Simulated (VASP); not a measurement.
TiS2: band structure with PBE+D3(BJ)

TiS2:

```
CELL_PARAMETERS angstrom
3.36480 0.00000 0.00000
-1.68240 2.91400 0.00000
0.00000 0.00000 5.50002
ATOMIC_POSITIONS crystal
Ti 0.00000 0.00000 0.00000
S 0.33333 0.66667 0.25929
S 0.66667 0.33333 0.74071
```

| Quantity | Value |
| --- | --- |
| Program | VASP 6.6.1 |
| Task | band structure |
| Functional | PBE |
| Dispersion | D3(BJ) |
| Potentials or basis | VASP PAW PBE potentials, release 64 (Ti_sv, S) |
| Cutoff | 520 eV |
| k mesh | 6 × 6 × 4 |
| Occupations | gaussian, width 0.02 eV |
| Spin | no spin polarisation |
| Further INCAR settings | ALGO = Normal; EDIFF = 1e-07 |

```json
{
 "Pressure": "0.0 GPa",
 "Band gap along the path": "none (metal or under the smearing width)",
 "Dispersion energy per atom": "-0.410 eV"
}
```

Levels at the corners of the path, in eV from the Fermi level:
```csv
point,band 9,band 10,band 11,band 12,band 13,band 14,band 15,band 16
Γ,-2.85,0.11,0.11,0.15,0.47,0.47,0.82,3.40
M,-3.09,-2.96,-2.69,-1.71,0.13,1.57,2.01,3.69
M,-3.09,-2.96,-2.69,-1.71,0.13,1.57,2.01,3.69
K,-4.31,-2.83,-2.83,-2.38,1.20,1.85,1.85,2.97
K,-4.31,-2.83,-2.83,-2.38,1.20,1.85,1.85,2.97
Γ,-2.85,0.11,0.11,0.15,0.47,0.47,0.82,3.40
Γ,-2.85,0.11,0.11,0.15,0.47,0.47,0.82,3.40
A,-2.78,-2.76,-0.16,-0.16,0.44,0.44,1.53,3.84
A,-2.78,-2.76,-0.16,-0.16,0.44,0.44,1.53,3.84
L,-2.96,-2.96,-1.22,-1.20,-0.19,1.57,1.98,3.29
L,-2.96,-2.96,-1.22,-1.20,-0.19,1.57,1.98,3.29
H,-3.90,-3.34,-2.28,-2.28,1.22,1.43,1.43,3.81
H,-3.90,-3.34,-2.28,-2.28,1.22,1.43,1.43,3.81
A,-2.78,-2.76,-0.16,-0.16,0.44,0.44,1.53,3.84
L,-2.96,-2.96,-1.22,-1.20,-0.19,1.57,1.98,3.29
M,-3.09,-2.96,-2.69,-1.71,0.13,1.57,2.01,3.69
K,-4.31,-2.83,-2.83,-2.38,1.20,1.85,1.85,2.97
H,-3.90,-3.34,-2.28,-2.28,1.22,1.43,1.43,3.81
```

Run time: 40 s on 1 thread of Intel(R) Xeon(R) 6975P-C (Granite Rapids), on a shared host, peak memory 0.19 GiB.

Caveat: pairwise dispersion overbinds metals, which lowers pressure and volume.
